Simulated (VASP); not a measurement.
A run of VASP 6.6.1:

File INCAR:

```
ALGO     = Normal         # electronic algorithm
EDIFF    = 1E-7           # SCF threshold, eV
ENCUT    = 520            # plane-wave cutoff, eV
GGA      = PE             # functional
ISIF     = 2              # what is computed and relaxed
ISMEAR   = 0              # smearing method
LASPH    = T              # aspherical terms in the spheres
LCHARG   = F              # write CHGCAR
LREAL    = F              # projectors in reciprocal space
LWAVE    = F              # write WAVECAR
NBANDS   = 11             # bands
NELM     = 80             # most SCF steps
PREC     = Accurate       # precision mode
SIGMA    = 0.02           # smearing width, eV
```

The input KPOINTS:

```
k-points
0
Gamma
  4 4 4
```

POSCAR

```
AlP
1.0
    0.0000000000      2.7255000000      2.7255000000
    2.7255000000      0.0000000000      2.7255000000
    2.7255000000      2.7255000000      0.0000000000
Al P
1 1
Direct
    0.0000000000      0.0000000000      0.0000000000
    0.2500000000      0.2500000000      0.2500000000
```

Potentials or basis: VASP PAW PBE potentials, release 64 (Al, P).

The run is started by

```sh
$ cat potpaw_PBE.64/Al/POTCAR potpaw_PBE.64/P/POTCAR > POTCAR
$ mpirun -np 1 vasp_std > vasp.out
```

Hardware: 1 thread of Intel(R) Xeon(R) Platinum 8375C CPU @ 2.90GHz (Ice Lake) (shared host).

Estimate the wall time of this run.

Run time: 5.3 s on 1 thread of Intel(R) Xeon(R) Platinum 8375C CPU @ 2.90GHz (Ice Lake), with other jobs on the host, peak memory 0.15 GiB. Counts: scf iterations 14, k points 8.
